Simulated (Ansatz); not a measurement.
The structure is an experimental refinement, used without relaxation. It was measured hot, at 723 K.

A run on Ca: DFT, PBE, all-electron LAPW, scalar-relativistic (Ansatz 0.2.0). The input:

```yaml
crystal:
  lattice:
    - [3.9799995206, 0.0, 0.0]
    - [-1.9899997603, 3.4467806919, 0.0]
    - [0.0, 0.0, 6.52]
  atoms:
    - { symbol: Ca, position: [0.3333333333, 0.6666666667, 0.25] }
    - { symbol: Ca, position: [0.6666666667, 0.3333333333, 0.75] }
kpoints:
  mp_grid: { grid: [11, 11, 6] }
scf:
  occupations: { method: fermi_dirac, width: 0.08 }
hamiltonian:
  xc: pbe
  pseudopotentials:
    kind: all_electron
    lapw: { basis_error: 0.0005, muffin_tin_radii: { Ca: 2.229 } }
output:
  forces: true
  stress: true
  eigenvalues: true
```

Question: Did this run give a result to trust?

Answer: No. The program refused the input. The typed spheres overlap: twice 2.229 Å exceeds the shortest distance, 3.980 Å; smaller radii, or none typed, cure it. It says:
```
Error: `kind: all_electron` solves this crystal on LAPW (the input types lapw, or this build lists no dataset of some species for it), and no LAPW basis is found for it: the given muffin-tin radii of Ca and Ca, or the smallest supported ones, add up to 4.458 Å, and 3.980 Å are free between these atoms; give smaller radii, or leave one out; where each species has a listed dataset, leave lapw and dirac_shells out and run without spin–orbit coupling, or set another kind (and leave the keys of all_electron out)
```
 The same cell converged in the base run, which differs by not having this change: all sphere radii typed as 2.229 A.
